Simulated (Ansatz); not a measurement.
**NiSb (Breithauptite) in Ansatz: the effect of fixed moment**

The system is NiSb (Breithauptite).

```
Sb Ni
1.0
     3.92800    0.00000    0.00000
    -1.96400    3.40175    0.00000
     0.00000    0.00000    5.12000
Sb Ni
2 2
Direct
  0.66667 0.33333 0.75000
  0.33333 0.66667 0.25000
  0.00000 0.00000 0.50000
  0.00000 0.00000 0.00000
```

Alike in all runs:

| Quantity | Value |
| --- | --- |
| Program | Ansatz 0.2.0 |
| Task | single point |
| Functional | PBE |
| Potentials or basis | Ansatz PAW |
| Cutoff | 420 eV (not typed: the program's choice for these potentials) |
| k mesh | 7 × 7 × 5 |
| Occupations | fermi-dirac, width 0.05 eV |

| fixed moment | spin | starting moments | energy over the lowest run (meV/atom) | pressure (GPa) |
| --- | --- | --- | --- | --- |
| 0 | collinear spin, program default start | - | 0.0 | 3.8 |
| 0.5 | collinear spin, ferromagnetic start | [0.0, 0.0, 0.25, 0.25] μB | 12.2 | 4.2 |
| 1 | collinear spin, ferromagnetic start | [0.0, 0.0, 0.5, 0.5] μB | 42.0 | 4.9 |
| 1.5 | collinear spin, ferromagnetic start | [0.0, 0.0, 0.75, 0.75] μB | 99.9 | 6.3 |
| 2 | collinear spin, ferromagnetic start | [0.0, 0.0, 1.0, 1.0] μB | 185.7 | 7.8 |
| 2.5 | collinear spin, ferromagnetic start | [0.0, 0.0, 1.25, 1.25] μB | 290.7 | 9.5 |
| 3 | collinear spin, ferromagnetic start | [0.0, 0.0, 1.5, 1.5] μB | ? | ? |
| 4 | collinear spin, ferromagnetic start | [0.0, 0.0, 2.0, 2.0] μB | 780.1 | 16.8 |

Question: What does the run with fixed moment 3 give?

Answer: Energy over the lowest run 418.5 meV/atom; pressure 11.6 GPa.

Worked out: A parabola through the other rows of the energy over the lowest run, of slope 298 meV/atom per unit of fixed moment there, gives 430.0 meV/atom, against the run's 418.5. A parabola through the other rows of the pressure, of slope 4.55 GPa per unit of fixed moment there, gives 11.6 GPa, against the run's 11.6.

Caveats: the total moment is fixed, so each spin has its own Fermi level; the thresholds are loose for stress.
